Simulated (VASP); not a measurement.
TaS2:

```
Ta S
1.0
     3.35000    0.00000    0.00000
    -1.67500    2.90119    0.00000
     0.00000    0.00000    5.86000
Ta S
1 2
Direct
  0.00000 0.00000 0.00000
  0.66667 0.33333 0.75000
  0.33333 0.66667 0.25000
```

```yaml
Program: VASP 6.6.1
Task: relaxation of cell and atoms
Functional: RPBE
Dispersion: D3(BJ)
Potentials_or_basis: VASP PAW PBE potentials, release 64 (Ta_pv, S)
Cutoff: 600 eV
k_mesh: 9 × 9 × 5
Occupations: fermi-dirac, width 0.05 eV
Spin: no spin polarisation
```

At the start: pressure -6.6 GPa; volume 18.98 Å³/atom.

How do energy, volume and symmetry change on relaxing?

Over 23 steps the energy falls by 208.0 meV/atom and the volume is 14.90 Å³/atom (-21.5 %); space group P-3m1 (No. 164, to 0.05 Å).

The path:
```tsv
step	energy change (eV)	largest force (eV/Å)	pressure (GPa)	volume (Å³)
1	0.0000	0.8844	-6.62	56.95
2	-0.2640	1.7772	6.90	50.64
3	-0.2671	1.7041	5.58	51.12
4	-0.3408	0.2722	-3.66	50.83
5	-0.3660	0.3593	-0.86	50.94
6	-0.3958	0.3607	-1.22	50.50
7	-0.4834	0.3751	-1.99	49.17
8	-0.5951	0.3247	-1.96	46.42
9	-0.6203	0.1853	0.56	44.80
10	-0.6210	0.1525	1.12	44.48
11	-0.6189	0.3205	-2.15	44.84
12	-0.6232	0.0475	-0.27	44.63
13	-0.6237	0.0282	0.17	44.53
14	-0.6237	0.0267	0.17	44.53
15	-0.6237	0.0242	0.25	44.51
16	-0.6237	0.0258	0.22	44.52
17	-0.6238	0.0416	-0.01	44.61
18	-0.6238	0.0498	-0.15	44.65
19	-0.6239	0.0342	-0.11	44.67
20	-0.6240	0.0079	-0.02	44.70
21	-0.6240	0.0056	-0.01	44.70
22	-0.6240	0.0031	-0.01	44.70
23	-0.6240	0.0033	0.02	44.69
```

Final structure:
```
CELL_PARAMETERS angstrom
3.12338 0.00000 0.00000
-1.56169 2.70493 0.00000
0.00000 0.00000 5.28974
ATOMIC_POSITIONS crystal
Ta 0.00000 0.00000 0.00000
S 0.66667 0.33333 0.69835
S 0.33333 0.66667 0.30165
```

Caveat: the volume moved by over 15 % at a fixed basis, so the end points are rough; the PAW data sets were made with another functional, which shifts forces and pressure a little; the volume moved by -22 % from the deposited cell, more than functionals usually miss.
